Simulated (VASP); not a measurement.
# Hf (P6_3/mmc) in VASP: further runs

Runs on Hf. Level: PBE+D3(BJ). Tasks: relaxation of cell and atoms.

Everything below comes from runs of VASP 6.6.1. Logs are shortened: lines on timing, memory, paths and dates and some standing lists are left out, and cuts for length are marked.

### Step 1. Starting point

Symmetry: P6_3/mmc, No. 194, hexagonal system. Conventional cell: a = 3.197 Å, b = 3.197 Å, c = 5.058 Å, α = 90.00°, β = 90.00°, γ = 120.00°. Hf (site symmetry -6m2) is surrounded by 12 Hf at 3.13 to 3.20 Å.

### Step 2. Relaxation of cell and atoms, PBE+D3(BJ)

INCAR reads:

```
SYSTEM = Hf
ALGO     = Fast           ! electronic algorithm
EDIFF    = 1E-7           ! SCF threshold, eV
EDIFFG   = -0.002         ! ionic threshold
ENCUT    = 520            ! plane-wave cutoff, eV
GGA      = PE             ! functional
IBRION   = 2              ! ionic algorithm
ISIF     = 3              ! what is computed and relaxed
ISMEAR   = 0              ! smearing method
IVDW     = 12             ! dispersion correction
LASPH    = .True.         ! aspherical terms in the spheres
LCHARG   = .False.        ! write CHGCAR
LREAL    = .False.        ! projectors in reciprocal space
LWAVE    = .False.        ! write WAVECAR
NELM     = 60             ! most SCF steps
NSW      = 80             ! ionic steps
PREC     = Accurate       ! precision mode
SIGMA    = 0.1            ! smearing width, eV
```

KPOINTS reads:

```
k-points
0
Gamma
  15 15 8
  0 0 0
```

POSCAR reads:

```
Hf
1.0
    3.1967000000      0.0000000000      0.0000000000
   -1.5983500000      2.7684234100      0.0000000000
    0.0000000000      0.0000000000      5.0578000000
Hf
2
Direct
    0.3333333300      0.6666666700      0.2500000000
    0.6666666700      0.3333333300      0.7500000000
```

Potentials or basis: VASP PAW PBE potentials, release 64 (Hf_pv).

Started as:

```console
> cat potpaw_PBE.64/Hf_pv/POTCAR > POTCAR
> mpirun -np 1 vasp_std > vasp.out
```

OUTCAR:

```text
SYSTEM = Hf
   EDIFF = 1E-7
   EDIFFG = -0.002
   ENCUT = 520
   GGA = PE
   IBRION = 2
   ISIF = 3
   ISMEAR = 0
   IVDW = 12
   LASPH = .True.
   LREAL = .False.
   NELM = 60
   NSW = 80
   PREC = Accurate
 IVDW          = 12

 ion  position               nearest neighbor table
   1  0.333  0.667  0.250-   2 3.13   2 3.13   2 3.13   2 3.13   2 3.13   2 3.13
   2  0.667  0.333  0.750-   1 3.13   1 3.13   1 3.13   1 3.13   1 3.13   1 3.13

  LATTYP: Found a hexagonal cell.
 ALAT       =     3.1967000000
 C/A-ratio  =     1.5821941377

  Lattice vectors:

 A1 = (   3.1967000000,   0.0000000000,   0.0000000000)
 A2 = (  -1.5983500000,   2.7684234100,   0.0000000000)
 A3 = (   0.0000000000,   0.0000000000,   5.0578000000)

Analysis of symmetry for initial positions (statically):
=====================================================================
 Subroutine PRICEL returns:
 Original cell was already a primitive cell.

 Routine SETGRP: Setting up the symmetry group for a
 hexagonal supercell.

 Subroutine GETGRP returns: Found 24 space group operations
 (whereof 12 operations were pure point group operations)
 out of a pool of 24 trial point group operations.

The static configuration has the point symmetry D_3d.
 The point group associated with its full space group is D_6h.

Analysis of symmetry for dynamics (positions and initial velocities):
=====================================================================
 Subroutine PRICEL returns:
 Original cell was already a primitive cell.

 Routine SETGRP: Setting up the symmetry group for a
 hexagonal supercell.

 Subroutine GETGRP returns: Found 24 space group operations
 (whereof 12 operations were pure point group operations)
 out of a pool of 24 trial point group operations.

The dynamic configuration has the point symmetry D_3d.
 The point group associated with its full space group is D_6h.

 Subroutine INISYM returns: Found 24 space group operations
 (whereof 12 operations are pure point group operations),
 and found     1 'primitive' translations

----------------------------------------------------------------------------------------

                                     Primitive cell

  volume of cell :      44.7606

  direct lattice vectors                    reciprocal lattice vectors
     3.196700000  0.000000000  0.000000000     0.312822598  0.180608211  0.000000000
    -1.598350000  2.768423410  0.000000000     0.000000000  0.361216422  0.000000000
     0.000000000  0.000000000  5.057800000     0.000000000  0.000000000  0.197714421

  length of vectors
     3.196700000  3.196700001  5.057800000     0.361216423  0.361216422  0.197714421

  position of ions in fractional coordinates (direct lattice)
     0.333333330  0.666666670  0.250000000
     0.666666670  0.333333330  0.750000000

  ion indices of the primitive-cell ions
   primitive index   ion index
                 1           1
                 2           2

----------------------------------------------------------------------------------------

 KPOINTS: k-points

Automatic generation of k-mesh.
 Grid dimensions read from file:
 generate k-points for:   15   15    8

 Generating k-lattice:

  Cartesian coordinates                     Fractional coordinates (reciprocal lattice)
     0.020854840  0.012040547  0.000000000     0.066666667 -0.000000000  0.000000000
     0.000000000  0.024081095  0.000000000     0.000000000  0.066666667  0.000000000
     0.000000000  0.000000000  0.024714303     0.000000000  0.000000000  0.125000000

  Length of vectors
     0.024081095  0.024081095  0.024714303

  Shift w.r.t. Gamma in fractional coordinates (k-lattice)
     0.000000000  0.000000000  0.000000000

 Subroutine IBZKPT returns following result:
 ===========================================

 Found    135 irreducible k-points:

 Following reciprocal coordinates:
            Coordinates               Weight
  0.000000  0.000000  0.000000      1.000000
  0.066667 -0.000000  0.000000      6.000000
  0.133333 -0.000000  0.000000      6.000000
  0.200000 -0.000000  0.000000      6.000000
  0.266667 -0.000000  0.000000      6.000000
  0.333333 -0.000000  0.000000      6.000000
[... 16 lines left out ...]
  0.333333  0.200000  0.000000     12.000000
  0.400000  0.200000  0.000000      6.000000
 [... further k-points ...]
   k-points           NKPTS =    135   k-points in BZ     NKDIM =    135   number of bands    NBANDS=     14
   number of dos      NEDOS =    301   number of ions     NIONS =      2
   total plane-waves  NPLWV =  23040
   dimension x,y,z NGX =    24 NGY =   24 NGZ =   40
   dimension x,y,z NGXF=    48 NGYF=   48 NGZF=   80
   ions per type =               2
   NGX,Y,Z   is equivalent  to a cutoff of  12.48, 12.48, 13.15 a.u.
   NGXF,Y,Z  is equivalent  to a cutoff of  24.96, 24.96, 26.30 a.u.
 SYSTEM =  Hf
   PREC   = accura    normal or accurate (medium, high low for compatibility)
   ISTART =      0    job   : 0-new  1-cont  2-samecut
   ICHARG =      2    charge: 1-file 2-atom 10-const
   ISPIN  =      1    spin polarized calculation?
   LNONCOLLINEAR =      F non collinear calculations
   LSORBIT =      F    spin-orbit coupling
   LASPH  =      T    aspherical Exc in radial PAW
   ENCUT  =  520.0 eV  38.22 Ry    6.18 a.u.   5.94  5.94  9.40*2*pi/ulx,y,z
   NELM   =     60;   NELMIN=  2; NELMDL= -5     # of ELM steps
   EDIFF  = 0.1E-06   stopping-criterion for ELM
   LREAL  =      F    real-space projection
   EDIFFG = -.2E-02   stopping-criterion for IOM
   NSW    =     80    number of steps for IOM
   IBRION =      2    ionic relax: 0-MD 1-quasi-New 2-CG
   NFREE  =      1    steps in history (QN), initial steepest desc. (CG)
   ISIF   =      3    stress and relaxation
   ISYM   =      2    0-nonsym 1-usesym 2-fastsym
   POTIM  = 0.5000    time-step for ionic-motion
   TEBEG  =    0.0;   TEEND  =   0.0 temperature during run
   PSTRESS=    0.0 pullay stress
   NELECT =      20.0000    total number of electrons
   NUPDOWN=      -1.0000    fix difference up-down
   EMIN   =  10.00;   EMAX   =-10.00  energy-range for DOS
   EFERMI =   0.00;   METHOD = LEGACY
   ISMEAR =     0;   SIGMA  =   0.10  broadening in eV -4-tet -1-fermi 0-gaus
   EFERMI_NEDOS =   21; number of points for ismear=-14 and -15
   IALGO  =     68    algorithm
   IMIX   =      4    mixing-type and parameters
     AMIX     =   0.40;   BMIX     =  1.00
     AMIX_MAG =   1.60;   BMIX_MAG =  1.00
  volume/ion in A,a.u.               =      22.38       151.03
  Fermi-wavevector in a.u.,A,eV,Ry     =   1.251563  2.365112 21.312311  1.566411
  Thomas-Fermi vector in A             =   2.385505
   LORBIT       =      0    0 simple, 1 ext, 2 COOP (PROOUT), +10 PAW based schemes
   GGA     = PE    functional components
   LHFCALC =     F    Hartree Fock is set to
   AEXX    =    0.0000 exact exchange contribution
   IVDW    =    12    specifies the selected vdW correction
   LEPSILON=     F    determine dielectric tensor
   LRPA    =     F    only Hartree local field effects (RPA)
 conjugate gradient relaxation of ions
 non-spin polarized calculation
 RMM-DIIS sequential band-by-band and
 Gauss-broadening in eV      SIGMA  =   0.10
  energy-cutoff  :      520.00
  volume of cell :       44.76
 maximum number of plane-waves:      1236
 NGX is ok and might be reduce to    24
   NGX = 11   NGY = 11   NGZ = 19

--------------------------------------- Ionic step        1  -------------------------------------------

 number of electron      20.0000004 magnetization

 Free energy of the ion-electron system (eV)
  ---------------------------------------------------
  ext. energy  EPLUGINS =         0.00000000
  ---------------------------------------------------
  free energy    TOTEN  =       -19.85390292 eV

  energy without entropy =      -19.84668942  energy(sigma->0) =      -19.85029617

------------------------ aborting loop because EDIFF is reached ----------------------------------------

 Edisp (eV)   -0.90019

 E8    (eV) :    -0.4829

  FORCE on cell =-STRESS in cart. coord.  units (eV):
  Direction    XX          YY          ZZ          XY          YZ          ZX
  --------------------------------------------------------------------------------------
  -------------------------------------------------------------------------------------
  Total      -0.83244    -0.83244    -0.88200    -0.00000     0.00000     0.00000
  in kB     -29.79669   -29.79669   -31.57080    -0.00000     0.00000     0.00000
  external pressure =      -30.39 kB  Pullay stress =        0.00 kB
[... 97 lines left out ...]
  FREE ENERGIE OF THE ION-ELECTRON SYSTEM (eV)
  ---------------------------------------------------
  free  energy   TOTEN  =       -20.7661072001 eV

  energy  without entropy=      -20.7588712566  energy(sigma->0) =      -20.76248923

[... ionic steps 4 to 16 ...]

--------------------------------------- Ionic step       17  -------------------------------------------

 number of electron      19.9999997 magnetization

------------------------ aborting loop because EDIFF is reached ----------------------------------------

 Edisp (eV)   -0.92686

 E8    (eV) :    -0.4974
[... 69 lines left out ...]
  energy  without entropy=      -20.7588795075  energy(sigma->0) =      -20.76249464

--------------------------------------- Ionic step       19  -------------------------------------------

 number of electron      19.9999997 magnetization

 Free energy of the ion-electron system (eV)
  ---------------------------------------------------
  ext. energy  EPLUGINS =         0.00000000
  ---------------------------------------------------
  free energy    TOTEN  =       -19.83923165 eV

  energy without entropy =      -19.83200146  energy(sigma->0) =      -19.83561656

 E-fermi :   5.1192     XC(G=0): -11.4098

 val. band max:        5.1171270322   @ k =   0.3333   0.2667   0.3750
 cond. band min:       5.1380766336   @ k =   0.0667  -0.0000   0.5000
 fundamental gap:      0.0209496014
 Fermi energy:         5.1192259780

 k-point     1 :       0.0000    0.0000    0.0000
  band No.  band energies     occupation
      1     -25.9474      2.00000
      2     -25.1299      2.00000
      3     -25.1299      2.00000
      4     -24.9950      2.00000
      5     -24.9899      2.00000
      6     -24.9899      2.00000
      7      -2.3628      2.00000
      8       1.3198      2.00000
      9       5.8601      0.00000
     10       6.2989      0.00000
     11       6.2989      0.00000
     12       6.5959      0.00000
     13       7.1541      0.00000
     14       7.1541      0.00000
[... 375 lines left out ...]
 k-point    24 :       0.4000    0.2000    0.0000
  band No.  band energies     occupation
      1     -25.6911      2.00000
      2     -25.5332      2.00000
      3     -25.4806      2.00000
      4     -25.4323      2.00000
      5     -25.2892      2.00000
      6     -25.2282      2.00000
      7       2.5096      2.00000
      8       2.8654      2.00000
      9       3.0845      2.00000
     10       3.8987      2.00000
     11       5.5034      0.00000
     12       5.7863      0.00000
     13       7.0298      0.00000
     14      10.3315      0.00000

 [... further k-points ...]

------------------------ aborting loop because EDIFF is reached ----------------------------------------

 Edisp (eV)   -0.92688

 E8    (eV) :    -0.4974

  FORCE on cell =-STRESS in cart. coord.  units (eV):
  Direction    XX          YY          ZZ          XY          YZ          ZX
  --------------------------------------------------------------------------------------
  -------------------------------------------------------------------------------------
  Total       0.00318     0.00318    -0.00332    -0.00000     0.00000    -0.00000
  in kB       0.11690     0.11690    -0.12228    -0.00000     0.00000    -0.00000
  external pressure =        0.04 kB  Pullay stress =        0.00 kB
[... 17 lines left out ...]
  FREE ENERGIE OF THE ION-ELECTRON SYSTEM (eV)
  ---------------------------------------------------
  free  energy   TOTEN  =       -20.7661097870 eV

  energy  without entropy=      -20.7588795941  energy(sigma->0) =      -20.76249469

 reached required accuracy - stopping structural energy minimisation
```

It took 4.4 min on 1 thread of Intel Xeon Platinum 8488C (Sapphire Rapids), shared host; peak memory 0.24 GiB.

Results:

| Property | Result |
| --- | --- |
| Free energy | -20.7661 eV |
| Relaxed volume | 21.76 Å³/atom |
| Relaxed cell | a = 3.168 Å, b = 3.168 Å, c = 5.008 Å, α = 90.00°, β = 90.00°, γ = 120.00° |
| Space group after relaxing (to 0.05 Å) | P6_3/mmc (No. 194) |
| Energy gained by relaxing | 6.0 meV/atom |
| Ionic steps | 19 |
| Pressure after relaxing | 0.0 GPa |
| Band gap on the k mesh | none (metal or under the smearing width) |
| Dispersion energy per atom | -0.463 eV |

The path:
```
step  energy change (eV)  largest force (eV/Å)  pressure (GPa)  volume (Å³)
   1              0.0000                0.0000           -3.04        44.76
   2              0.0061                0.0000            4.10        42.07
   3             -0.0120                0.0000           -0.02        43.53
   4             -0.0120                0.0000            0.05        43.50
   5             -0.0120                0.0000           -0.05        43.54
   6             -0.0120                0.0000           -0.01        43.53
   7             -0.0120                0.0000            0.00        43.53
   8             -0.0120                0.0000           -0.02        43.53
   9             -0.0120                0.0000           -0.02        43.53
  10             -0.0120                0.0000           -0.02        43.53
  11             -0.0120                0.0000           -0.02        43.53
  12             -0.0120                0.0000            0.03        43.51
  13             -0.0120                0.0000            0.01        43.52
  14             -0.0120                0.0000            0.02        43.52
  15             -0.0120                0.0000            0.00        43.52
  16             -0.0120                0.0000           -0.01        43.52
  17             -0.0120                0.0000           -0.01        43.52
  18             -0.0120                0.0000            0.00        43.52
  19             -0.0120                0.0000            0.00        43.52
```

Final structure:
```cif
data_structure
_symmetry_space_group_name_H-M 'P 1'
_symmetry_Int_Tables_number 1
_cell_length_a 3.1678
_cell_length_b 3.1678
_cell_length_c 5.0079
_cell_angle_alpha 90.000
_cell_angle_beta 90.000
_cell_angle_gamma 120.000
_cell_volume 43.52
loop_
_atom_site_label
_atom_site_type_symbol
_atom_site_fract_x
_atom_site_fract_y
_atom_site_fract_z
_atom_site_occupancy
Hf1 Hf 0.33333 0.66667 0.25000 1
Hf2 Hf 0.66667 0.33333 0.75000 1
```

Caveat: pairwise dispersion overbinds metals, which lowers pressure and volume. Spin-orbit coupling is left out, which matters for the levels of Hf.

### Step 3. Relaxation of cell and atoms, PBE+D3(BJ)

This run uses another cell than the first one, of 21.76 Å³/atom, 0.972 times its volume.

INCAR is that of step 2.

KPOINTS is that of step 2.

POSCAR reads:

```
Hf                                      
1.0
    3.1678015266      0.0000000000     -0.0000000000
   -1.5839007633      2.7433965979      0.0000000000
    0.0000000000      0.0000000000      5.0079012926
  Hf            
     2
Direct
     0.3333333300000021    0.6666666699999979    0.2500000000000000
     0.6666666699999979    0.3333333300000021    0.7500000000000000
```

Potentials or basis: VASP PAW PBE potentials, release 64 (Hf_pv).

Started as:

```console
> cat potpaw_PBE.64/Hf_pv/POTCAR > POTCAR
> mpirun -np 1 vasp_std > vasp.out
```

Run time: 44 s. Hardware: 1 thread of Intel Xeon Platinum 8488C (Sapphire Rapids), shared host; peak memory 0.22 GiB.

Results (log left out):

```
Free energy                : -20.7659 eV
Pressure after relaxing    : 0.0 GPa
Band gap on the k mesh     : none (metal or under the smearing width)
Dispersion energy per atom : -0.463 eV
```

Final structure:
```yaml
crystal:
  lattice:
    - [3.16780, 0.00000, 0.00000]
    - [-1.58390, 2.74340, 0.00000]
    - [0.00000, 0.00000, 5.00790]
  atoms:
    - { symbol: Hf, position: [0.33333, 0.66667, 0.25000] }
    - { symbol: Hf, position: [0.66667, 0.33333, 0.75000] }
```

Levels at points of the mesh, in eV from the Fermi level:
```csv
k point,band 6,band 7,band 8,band 9,band 10,band 11,band 12,band 13,band 14
"(0.00, 0.00, 0.00)",-30.11,-7.48,-3.80,0.74,1.18,1.18,1.48,2.03,2.04
"(0.00, 0.00, 0.50)",-30.18,-5.45,-5.45,0.13,0.13,1.07,1.07,1.07,1.07
```

Caveat: the relaxation stopped at its first step, so nothing moved; pairwise dispersion overbinds metals, which lowers pressure and volume. The run has no spin-orbit coupling, so splittings on Hf are missing.
